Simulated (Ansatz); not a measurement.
FePt (Tetraferroplatinum):

```xyz
2
Lattice="2.7235 0.0000 0.0000 0.0000 2.7235 0.0000 0.0000 0.0000 3.7200" Properties=species:S:1:pos:R:3 pbc="T T T"
Pt    1.3618    1.3618    1.8600
Fe    0.0000    0.0000    0.0000
```

- Program: Ansatz 0.2.0
- Task: relaxation of cell and atoms
- Functional: revPBE
- Dispersion: D3(BJ)
- Potentials or basis: all-electron LAPW, scalar-relativistic
- Basis error allowed: 0.001 eV/atom
- k mesh: 10 × 10 × 7
- Occupations: fermi-dirac, width 0.05 eV
- Spin: collinear spin, ferromagnetic start
- Starting moments: [0.0, 3.0] μB

At the start: volume 13.80 Å³/atom.

Q: Where does the relaxation end?

A: Over 5 steps the energy falls by 6.0 meV/atom and the volume is 13.45 Å³/atom (-2.5 %); space group P4/mmm (No. 123, to 0.05 Å); moment 3.25 μB per cell.

Step by step:
| step | energy change (eV) | largest force (eV/Å) | volume (Å³) |
| --- | --- | --- | --- |
| 1 | 0.0000 | 0.0000 | 27.59 |
| 2 | -0.0093 | 0.0000 | 26.58 |
| 3 | -0.0121 | 0.0000 | 26.92 |
| 4 | -0.0121 | 0.0000 | 26.90 |
| 5 | -0.0121 | 0.0000 | 26.90 |

Final structure:
```
CELL_PARAMETERS angstrom
2.69869 0.00000 0.00000
0.00000 2.69869 0.00000
0.00000 0.00000 3.69334
ATOMIC_POSITIONS crystal
Pt 0.50000 0.50000 0.50000
Fe 0.00000 0.00000 0.00000
```
